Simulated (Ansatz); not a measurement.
BeO:
Space group P6₃mc (No. 186); a = b = 2.712 Å, c = 4.404 Å, α = β = 90.00°, γ = 120.00°

```csv
atom,site,symmetry,x,y,z
Be,2b,3m.,0.6667,0.3333,0.0001
O,2b,3m.,0.6667,0.3333,0.3779
```

Relaxed with PBE. The program Ansatz at the PBE level (PAW) gives a gap of 7.45 eV.

Question: What gap does HSE06 give on the same cell (Ansatz, PAW)?

Answer: 9.31 eV, 1.86 eV more. The hybrid was solved on a coarser mesh and at special points; its gap is the smallest among all of these.

| k | v1 PBE | c1 PBE | v1 HSE06 | c1 HSE06 |
|---|---|---|---|---|
| Γ | 0.00 | 7.45 | 0.00 | 9.31 |
| A | -0.53 | 9.71 | ? | ? |
| K | -2.38 | 9.11 | ? | ? |
| H | -1.26 | 11.56 | ? | ? |
| M | -0.92 | 9.72 | -0.99 | 11.60 |
| L | -1.70 | 8.96 | ? | ? |

Question: Top valence (v1) and lowest conduction level (c1) in eV from each method's valence maximum (which need not be a listed point): supply the withheld HSE06 values.

Answer: 
- H, v1 HSE06: -1.35
- H, c1 HSE06: 13.55
- A, v1 HSE06: -0.58
- A, c1 HSE06: 11.69
- L, v1 HSE06: -1.83
- L, c1 HSE06: 10.82
- K, v1 HSE06: -2.58
- K, c1 HSE06: 10.90

Cost on shared cores: the PBE run (SCF on a 12×12×6 mesh, then bands and DOS) roughly 8 core-seconds, the HSE06 run (SCF on 9×9×5, then a few points) roughly 90 core-seconds; the tasks are unlike.

Space group P6_3mc (wurtzite). The PBE relaxation kept the symmetry of its start; phonons on a q-mesh show no instability.

Potentials: the later of the program's two PAW sets.
